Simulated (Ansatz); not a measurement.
# C (R-3m) in Ansatz: further runs

Runs on C. Level: RPBE-LYP. Tasks: single point, equation of state.

All numbers are computed with Ansatz 0.2.0; they aren't measurements. Logs are shortened: lines on timing, memory, paths and dates and some standing lists are left out, and cuts for length are marked.

**1. The structure**

Symmetry: R-3m, No. 166, trigonal system. Conventional cell: a = 2.466 Å, b = 2.466 Å, c = 24.848 Å, α = 90.00°, β = 90.00°, γ = 120.00°. Around C (site symmetry 3m) lie 3 C at 1.42 Å. Around C (site symmetry 3m) lie 3 C at 1.42 Å.

This isn't the form of C at room conditions, which is graphite.

**2. Single point, RPBE-LYP, collinear spin, antiferromagnetic start, 10.25 Å³/atom (volume scaled by 0.94)**

The input, input.yaml:

```yaml
crystal:
  lattice:
    - [1.2080139297, 0.6974471676, 8.1135346977]
    - [-1.2080139297, 0.6974471676, 8.1135346977]
    - [0.0, -1.394894335, 8.1135346977]
  atoms:
    - { symbol: C, position: [0.08717308, 0.08717308, 0.08717308], spin: 0.75 }
    - { symbol: C, position: [0.75385006, 0.75385006, 0.75385006], spin: -0.25 }
    - { symbol: C, position: [0.24614994, 0.24614994, 0.24614994], spin: 0.75 }
    - { symbol: C, position: [0.91282692, 0.91282692, 0.91282692], spin: -0.25 }
kpoints:
  mp_grid: { grid: [12, 12, 12] }
scf:
  occupations: { method: cold, width: 0.1 }
hamiltonian:
  xc: { exchange: rpbe, correlation: lyp }
  pseudopotentials: { kind: all_electron, lapw: { basis_error: 0.001 } }
magnetization:
  spin_polarized: true
  initial_magnetization: 1.0
  spin_locking: { lock_magnetization: hard }
output:
  forces: true
  stress: true
  eigenvalues: true
```

Potentials or basis: all-electron LAPW, scalar-relativistic.

Command:

```bash
$ ansatz run input.yaml --threads 2 --pin off --max-ram 5120MiB --backend cpu --events-out ev --progress --plain --runs-dir out
```

Log:

```text
Warning: RAYON_NUM_THREADS=2 ignored (pool sized by the plan → 2); use --threads N
LAPW: plane waves up to 11.972 Å⁻¹, error target 1.0e-3 eV per atom; small_component_spin mean_spin; C in spheres of 0.697 Å, 6 of its electrons in bands, Dirac shells [] (how accurate: hamiltonian.pseudopotentials.lapw.basis_error, Limitations)
Engine: ansatz 0.2.0, x86_64-unknown-linux-gnu
Pseudopotentials: kind: all_electron
Pseudopotential: C, LAPW, valence charge 6, lapw/all_electron/scalar/gaussian/C, Koelling and Harmon's equation, gaussian nucleus
Functional definition: unnamed
  exchange = rpbe_x
  correlation = lyp_c
Crystal: 4 atoms, lattice volume = 41.015 Å³
Basis set: ecut = 546.0674934447103 eV, 1183 PW (Γ), FFT grids on a1−a3, a2−a3, a3, exchange–correlation at level 2
Bands: 17, of which v1, the nominal top of the filled ones, is band 12 counted from 1 (11 counted from 0)
Symmetry: 6 space group operations
Space group: R3m (ITA 160), of the structure as read, at distance tolerance 3.4e-5 Å
Magnetic group: BNS 160.65 (UNI 1295), of the structure as read, at distance tolerance 3.4e-5 Å
k-points: 189 of 1728 (time reversal used)
Non-local potential: C, projectors of the file, none
Initial density: superposition of atomic densities (chi_scale 0.1, normalization cell)
Starting moments: Σ|m| = 2 μB on 4 of 4 sites
Initial wavefunctions: plane waves of lowest kinetic energy (no species holds an atomic orbital)
Functional: x = rpbe, c = lyp
iter 1 solved again at ethr=2.79e-2 eV; its pass at ethr=1.00e-1 eV (dr2=6.70e0 eV) is discarded
SCF iter   1: F=—  HF=-4154.346845 eV  |F-HF|=—  |Δ(HF+E_count)|=         —  Δρ=7.19e-2 (↑6.34e-2 ↓7.19e-2)  dr2=6.74e0  dr2_m=1.25e-1  M=1.000 μB ∫|m|=1.044 μB  β_m=0.30  ethr=2.79e-2  ⟨swp⟩=2.3  Hψ=42404  notcnv=0
preconditioner: auto → none  [metal: Δε(μ)=0.010 eV  Ē_g=17.522 eV  σ=0.100 eV  W_gap=0.07  n_scr=6 (ndim 8)  ℏωp=23.2 eV  f_vac=0.157  D(μ)=1.51/eV (n_scr^D=6)  sad-step TF]
SCF iter   2: F=—  HF=-4153.236781 eV  |F-HF|=—  |Δ(HF+E_count)|=    1.11e0  S|Δr|=    0.00e0  Δρ=5.45e-2 (↑4.78e-2 ↓5.45e-2)  dr2=4.29e0  dr2_m=7.40e-2  M=1.000 μB ∫|m|=1.038 μB  β_m=0.65  ethr=2.79e-2  ⟨swp⟩=2.0  Hψ=15882  notcnv=0  defer=4
iter 3 solved again at ethr=9.43e-5 eV; its pass at ethr=1.79e-2 eV (dr2=2.26e-2 eV) is discarded
SCF iter   3: F=—  HF=-4151.386343 eV  |F-HF|=—  |Δ(HF+E_count)|=    1.85e0  S|Δr|=    0.00e0  Δρ=6.33e-3 (↑6.33e-3 ↓5.22e-3)  dr2=2.26e-2  dr2_m=2.25e-3  M=1.000 μB ∫|m|=1.030 μB  β_m=0.74  ethr=9.43e-5  ⟨swp⟩=2.2  Hψ=34081  notcnv=0  defer=23
SCF iter   4: F=—  HF=-4151.387715 eV  |F-HF|=—  |Δ(HF+E_count)|=         —  Δρ=2.07e-3 (↑1.95e-3 ↓2.07e-3)  dr2=5.96e-3  dr2_m=8.44e-4  M=1.000 μB ∫|m|=1.028 μB  β_m=0.80  ethr=9.43e-5  ⟨swp⟩=3.0  Hψ=18653  notcnv=0  defer=4
the basis was enlarged: its passes take 321.6 KiB over the memory plan, 2 of 2 planned eigensolver slots
SCF iter   5: F=—  HF=-4151.390884 eV  |F-HF|=—  |Δ(HF+E_count)|=   3.17e-3  S|Δr|=    0.00e0  Δρ=1.42e-3 (↑1.25e-3 ↓1.42e-3)  dr2=1.31e-2  dr2_m=1.40e-4  M=1.000 μB ∫|m|=1.029 μB  β_m=0.60  ethr=2.49e-5  ⟨swp⟩=3.0  Hψ=18953  notcnv=0  defer=1
SCF iter   6: F=—  HF=-4151.387450 eV  |F-HF|=—  |Δ(HF+E_count)|=   3.43e-3  S|Δr|=    0.00e0  Δρ=4.85e-4 (↑3.57e-4 ↓4.85e-4)  dr2=3.66e-4  dr2_m=4.92e-5  M=1.000 μB ∫|m|=1.029 μB  β_m=0.77  ethr=2.49e-5  ⟨swp⟩=3.0  Hψ=16588  notcnv=0  defer=4
SCF iter   7: F=—  HF=-4151.388932 eV  |F-HF|=—  |Δ(HF+E_count)|=   1.48e-3  S|Δr|=    0.00e0  Δρ=2.11e-3 (↑2.83e-4 ↓2.11e-3)  dr2=1.74e-2  dr2_m=3.55e-4  M=1.000 μB ∫|m|=1.029 μB  β_m=0.77  ethr=1.52e-6  ⟨swp⟩=3.1  Hψ=17401  notcnv=0  defer=5
SCF iter   8: F=—  HF=-4151.387458 eV  |F-HF|=—  |Δ(HF+E_count)|=   1.47e-3  S|Δr|=    0.00e0  Δρ=1.11e-4 (↑1.11e-4 ↓5.38e-5)  dr2=7.86e-6  dr2_m=1.55e-6  M=1.000 μB ∫|m|=1.029 μB  β_m=0.88  ethr=1.52e-6  ⟨swp⟩=3.0  Hψ=17097  notcnv=0
SCF iter   9: F=—  HF=-4151.387460 eV  |F-HF|=—  |Δ(HF+E_count)|=   1.46e-6  S|Δr|=    0.00e0  Δρ=6.68e-5 (↑5.63e-5 ↓6.68e-5)  dr2=5.32e-6  dr2_m=2.67e-8  M=1.000 μB ∫|m|=1.029 μB  β_m=0.69  ethr=3.28e-8  ⟨swp⟩=3.0  Hψ=16753  notcnv=0
SCF iter  10: F=—  HF=-4151.387458 eV  |F-HF|=—  |Δ(HF+E_count)|=   1.94e-6  S|Δr|=    0.00e0  Δρ=7.73e-6 (↑4.43e-6 ↓7.73e-6)  dr2=1.74e-7  dr2_m=5.28e-9  M=1.000 μB ∫|m|=1.029 μB  β_m=0.73  ethr=2.22e-8  ⟨swp⟩=2.6  Hψ=14723  notcnv=0
SCF iter  11: F=—  HF=-4151.387458 eV  |F-HF|=—  |Δ(HF+E_count)|=   4.07e-8  S|Δr|=    0.00e0  Δρ=1.88e-6 (↑1.51e-6 ↓1.88e-6)  dr2=2.46e-9  dr2_m=7.44e-10  M=1.000 μB ∫|m|=1.029 μB  β_m=0.84  ethr=7.27e-10  ⟨swp⟩=3.0  Hψ=16314  notcnv=0
SCF iter  12: F=-4151.387458 eV  HF=-4151.387458 eV  |F-HF|=1.82e-12  |Δ(HF+E_count)|=   1.49e-9  S|Δr|=    0.00e0  Δρ=2.50e-7 (↑2.07e-7 ↓2.50e-7)  dr2=3.02e-11  dr2_m=1.58e-11  M=1.000 μB ∫|m|=1.029 μB  ethr=1.03e-11  ⟨swp⟩=3.0  Hψ=16809  notcnv=0
SCF 1 converged in 12 iterations: F = -4151.387458 eV  dr2 = 3.02e-11
this state was not tested for a lower state beside it, because cold or Methfessel-Paxton smearing, or corrected tetrahedra, fill the levels in a way that the test cannot read (fill_not_monotonic; see scf.lower_state_search)
SCF converged after 12 iterations
Magnetization: 1.0000 μB (12.5000 up, 11.5000 down)
Absolute magnetization: 1.0293 μB (∫|ρ↑−ρ↓|)
Spin contamination: 0.0009 ħ² per cell (⟨S²⟩ above its minimum at these occupations)
Per-site moments (μB) at R_I (Å): [(0.10824121015578214, 0.6974471684167535), (0.10840079924922064, 0.6974471684167535), (0.10840144651694805, 0.6974471684167535), (0.10824082379753408, 0.6974471684167535)]
Free energy (F): -4151.387458 eV
Harris-Foulkes:  -4151.387458 eV  (|F-HF|=1.82e-12)
Internal energy: -4151.386378 eV  (E = F + TS)
E sigma→0 (E₀):  -4151.387098 eV
Entropy (-TS):   -0.001079 eV (-0.270 meV/atom)
Fermi energy:    6.035315 (↑ 8.196926, ↓ 3.873703) eV
Step filling:    the computed levels leave a gap of 0.0064 eV = 0.1 smearing widths at the electron count (spin ↑); against every level under it full and every level over it empty, smearing changes F+E_penalty+E_count by -0.582 meV and its σ→0 estimate by -0.537 meV through this channel's levels
--- Per-component energies (eV) ---
  E_band       = -2133.833654
  E_kinetic    = 4160.353508
  E_xc         = -597.882139
  E_electrostatic = -7713.857747  (all electrons and nuclei)
  E_smearing   = -0.001079  (= −TS)
  E_closure    = 0.000000  (closes the sum)
  E_atoms      = -4119.624622  (free atoms, spherical and without spin; not in F)
  Σ components = -4151.387458   (vs F -4151.387458, Δ=0.00e0)
  Basis errors (estimates in eV, not in F): energy 7.4e-4 per atom: plane waves 6.9e-4 (4.5e-4 summed), levels above the bands 0.0e0, relativity 2.1e-8, radial functions 4.7e-5, core shells 0.0e0; eigenvalues (radial functions only) 2.2e-6; not estimated: angular momenta, meshes, grids; target (lapw.basis_error) 1.0e-3; muffin-tin radii C 0.697 Å
--- Forces (eV/Å), atoms counted from 1 ---
  atom   1  C      0.00000000    -0.00000000    -0.00830303
  atom   2  C     -0.00000000    -0.00000000    -0.01096432
  atom   3  C      0.00000000     0.00000000     0.01096447
  atom   4  C     -0.00000000     0.00000000     0.00830325
  max |Σ_I F_I| component: 3.77e-7 eV/Å
--- Stress (GPa, compression-positive) ---
       38.143205       0.000000       0.000000
        0.000000      38.143205      -0.000000
        0.000000      -0.000000       0.749311
  P = ⅓ Tr σ = 25.6786 GPa (256.786 kbar)
--- Band table (eV; the first three rows and the last of 378) ---
  k-point 0 ↑: bands = ["-260.4669", "-260.4669", "-260.4343", "-260.4343", "-14.0328", "-13.9712", "-2.5016", "-1.8537", "2.9313", "2.9313", "2.9340", "2.9340", "9.0457", "12.8980", "14.8694", "14.8694", "14.8795"]
  k-point 1 ↑: bands = ["-260.4664", "-260.4664", "-260.4348", "-260.4348", "-13.8629", "-13.8023", "-2.2942", "-1.6537", "2.2689", "2.2730", "2.5799", "2.5828", "9.2710", "13.0853", "14.9398", "14.9546", "15.5959"]
  k-point 2 ↑: bands = ["-260.4649", "-260.4649", "-260.4362", "-260.4362", "-13.3552", "-13.2974", "-1.6773", "-1.0594", "0.5945", "0.6023", "1.7564", "1.7597", "9.9478", "13.6299", "14.9118", "14.9516", "15.5277"]
  k-point 188 ↓: bands = ["-260.3839", "-260.3839", "-260.3513", "-260.3513", "-13.6944", "-13.6693", "-1.5949", "-1.4063", "3.0851", "3.0851", "3.0887", "3.0887", "10.3381", "10.9984", "14.9993", "14.9993", "15.0137"]
```

Wall time 2.1 min (2 threads of Intel Xeon 6975P-C (Granite Rapids), shared host); peak memory 1 GiB.

Results:

| Quantity | Value |
| --- | --- |
| Free energy | -4151.3875 eV |
| Pressure | 25.7 GPa |
| Largest force | 0.011 eV/Å |
| Absolute moment | 1.03 μB per cell |
| Site moments | C +0.11 μB |

Caveat: the total moment is fixed, so each spin has its own Fermi level; the starting moments weren't kept.

**3. Single point, RPBE-LYP, collinear spin, antiferromagnetic start, 10.47 Å³/atom (volume scaled by 0.96)**

input.yaml: that of step 2 with these lines changed.

```diff
@@ -2,5 +2,5 @@
   lattice:
-    - [1.2080139297, 0.6974471676, 8.1135346977]
-    - [-1.2080139297, 0.6974471676, 8.1135346977]
-    - [0.0, -1.394894335, 8.1135346977]
+    - [1.2165213504, 0.7023589292, 8.1706741485]
+    - [-1.2165213504, 0.7023589292, 8.1706741485]
+    - [0.0, -1.4047178582, 8.1706741485]
   atoms:
```

Potentials or basis: all-electron LAPW, scalar-relativistic.

Command:

```bash
$ ansatz run input.yaml --threads 2 --pin off --max-ram 5120MiB --backend cpu --events-out ev --progress --plain --runs-dir out
```

It took 2 min on 2 threads of Intel Xeon 6975P-C (Granite Rapids), shared host; peak memory 1 GiB.

The run converged. Its results:

```
Free energy     : -4151.5111 eV
Pressure        : 19.8 GPa
Largest force   : 0.011 eV/Å
Absolute moment : 1.03 μB per cell
Site moments    : C +0.11 μB
```

Caveat: the total moment is fixed, so each spin has its own Fermi level; the starting moments weren't kept.

**4. Single point, RPBE-LYP, collinear spin, antiferromagnetic start, 10.69 Å³/atom (volume scaled by 0.98)**

input.yaml: that of step 3 with these lines changed.

```diff
@@ -2,5 +2,5 @@
   lattice:
-    - [1.2165213504, 0.7023589292, 8.1706741485]
-    - [-1.2165213504, 0.7023589292, 8.1706741485]
-    - [0.0, -1.4047178582, 8.1706741485]
+    - [1.2249114179, 0.7072029369, 8.2270254061]
+    - [-1.2249114179, 0.7072029369, 8.2270254061]
+    - [0.0, -1.4144058737, 8.2270254061]
   atoms:
```

Command:

```bash
$ ansatz run input.yaml --threads 2 --pin off --max-ram 5120MiB --backend cpu --events-out ev --progress --plain --runs-dir out
```

Run time: 2.2 min. Hardware: 2 threads of Intel Xeon 6975P-C (Granite Rapids), shared host; peak memory 1 GiB.

The run converged. Its results:

* Free energy: -4151.6043 eV
* Pressure: 14.5 GPa
* Largest force: 0.010 eV/Å
* Absolute moment: 1.03 μB per cell
* Site moments: C +0.11 μB

Caveat: the total moment is fixed, so each spin has its own Fermi level; the starting moments weren't kept.

**5. Single point, RPBE-LYP, collinear spin, antiferromagnetic start, 10.91 Å³/atom**

input.yaml: that of step 4 with these lines changed.

```diff
@@ -2,5 +2,5 @@
   lattice:
-    - [1.2249114179, 0.7072029369, 8.2270254061]
-    - [-1.2249114179, 0.7072029369, 8.2270254061]
-    - [0.0, -1.4144058737, 8.2270254061]
+    - [1.2331880975, 0.7119814801, 8.2826151019]
+    - [-1.2331880975, 0.7119814801, 8.2826151019]
+    - [0.0, -1.4239629601, 8.2826151019]
   atoms:
```

Command:

```bash
$ ansatz run input.yaml --threads 2 --pin off --max-ram 5120MiB --backend cpu --events-out ev --progress --plain --runs-dir out
```

Wall time 2.1 min (2 threads of Intel Xeon 6975P-C (Granite Rapids), shared host); peak memory 1 GiB.

It converged, with:

| Item | Value |
| --- | --- |
| Free energy | -4151.6695 eV |
| Pressure | 9.6 GPa |
| Largest force | 0.010 eV/Å |
| Absolute moment | 1.03 μB per cell |
| Site moments | C +0.11 μB |

Caveat: the total moment is fixed, so each spin has its own Fermi level; the starting moments weren't kept.

**6. Single point, RPBE-LYP, collinear spin, antiferromagnetic start, 11.13 Å³/atom (volume scaled by 1.02)**

input.yaml: that of step 5 with these lines changed.

```diff
@@ -2,5 +2,5 @@
   lattice:
-    - [1.2331880975, 0.7119814801, 8.2826151019]
-    - [-1.2331880975, 0.7119814801, 8.2826151019]
-    - [0.0, -1.4239629601, 8.2826151019]
+    - [1.2413551441, 0.7166967267, 8.3374684561]
+    - [-1.2413551441, 0.7166967267, 8.3374684561]
+    - [0.0, -1.4333934532, 8.3374684561]
   atoms:
```

Potentials or basis: all-electron LAPW, scalar-relativistic.

Command:

```bash
$ ansatz run input.yaml --threads 2 --pin off --max-ram 5120MiB --backend cpu --events-out ev --progress --plain --runs-dir out
```

It took 2.1 min on 2 threads of Intel Xeon 6975P-C (Granite Rapids), shared host; peak memory 1 GiB.

Results (log left out):

- Free energy: -4151.7093 eV
- Pressure: 5.1 GPa
- Largest force: 0.010 eV/Å
- Absolute moment: 1.03 μB per cell
- Site moments: C +0.11 μB

Caveat: the total moment is fixed, so each spin has its own Fermi level; the starting moments weren't kept.

**7. Single point, RPBE-LYP, collinear spin, antiferromagnetic start, 11.34 Å³/atom (volume scaled by 1.04)**

input.yaml: that of step 6 with these lines changed.

```diff
@@ -2,5 +2,5 @@
   lattice:
-    - [1.2413551441, 0.7166967267, 8.3374684561]
-    - [-1.2413551441, 0.7166967267, 8.3374684561]
-    - [0.0, -1.4333934532, 8.3374684561]
+    - [1.2494161177, 0.7213507319, 8.3916093787]
+    - [-1.2494161177, 0.7213507319, 8.3916093787]
+    - [0.0, -1.4427014637, 8.3916093787]
   atoms:
```

Command:

```bash
$ ansatz run input.yaml --threads 2 --pin off --max-ram 5120MiB --backend cpu --events-out ev --progress --plain --runs-dir out
```

Wall time 2.1 min (2 threads of Intel Xeon 6975P-C (Granite Rapids), shared host); peak memory 1 GiB.

Results (log left out):

| Property | Result |
| --- | --- |
| Free energy | -4151.7257 eV |
| Pressure | 1.0 GPa |
| Largest force | 0.009 eV/Å |
| Absolute moment | 1.03 μB per cell |
| Site moments | C +0.11 μB |

Caveat: the total moment is fixed, so each spin has its own Fermi level; the starting moments weren't kept.

**8. Single point, RPBE-LYP, collinear spin, antiferromagnetic start, 11.56 Å³/atom (volume scaled by 1.06)**

input.yaml: that of step 7 with these lines changed.

```diff
@@ -2,5 +2,5 @@
   lattice:
-    - [1.2494161177, 0.7213507319, 8.3916093787]
-    - [-1.2494161177, 0.7213507319, 8.3916093787]
-    - [0.0, -1.4427014637, 8.3916093787]
+    - [1.2573743967, 0.7259454464, 8.4450605611]
+    - [-1.2573743967, 0.7259454464, 8.4450605611]
+    - [0.0, -1.4518908928, 8.4450605611]
   atoms:
```

Command:

```bash
$ ansatz run input.yaml --threads 2 --pin off --max-ram 5120MiB --backend cpu --events-out ev --progress --plain --runs-dir out
```

Wall time 2.2 min (2 threads of Intel Xeon 6975P-C (Granite Rapids), shared host); peak memory 1 GiB.

It converged, with:

```yaml
Free_energy: -4151.7208 eV
Pressure: -2.8 GPa
Largest_force: 0.009 eV/Å
Absolute_moment: 1.03 μB per cell
Site_moments: C +0.12 μB
```

Caveat: the total moment is fixed, so each spin has its own Fermi level; the starting moments weren't kept.

**9. Equation of state, RPBE-LYP, collinear spin, antiferromagnetic start**

Potentials or basis: all-electron LAPW, scalar-relativistic.

This step only gathers the single runs of the series.

Results:

```yaml
Equilibrium_volume: 11.40 Å³/atom
Bulk_modulus_at_fixed_shape_and_positions: 200 GPa
Pressure_derivative_of_the_bulk_modulus: 3.6
```

Energy against volume, from the lowest point:
```tsv
volume (Å³/atom)	energy (meV/atom)
10.254	84.56
10.472	53.64
10.690	30.35
10.908	14.04
11.126	4.10
11.345	0.00
11.563	1.23
```

Caveat: the cell was scaled at fixed shape and fractional positions, which overstates the stiffness of a crystal with free parameters, most of all of layers and chains; the total moment is fixed, so each spin has its own Fermi level; the starting moments weren't kept.

**10. The reference run**

An earlier run on the cell as given: functional PBE; potentials or basis all-electron LAPW, scalar-relativistic; cutoff 524 eV (chosen from the basis error); basis error allowed 0.001 eV/atom; k mesh 12 × 12 × 12; occupations fermi-dirac, width 0.05 eV; no spin polarisation.

- Pressure: 0.1 GPa
- Largest force: 0.011 eV/Å
- Band gap on the k mesh: 0.18 eV, direct
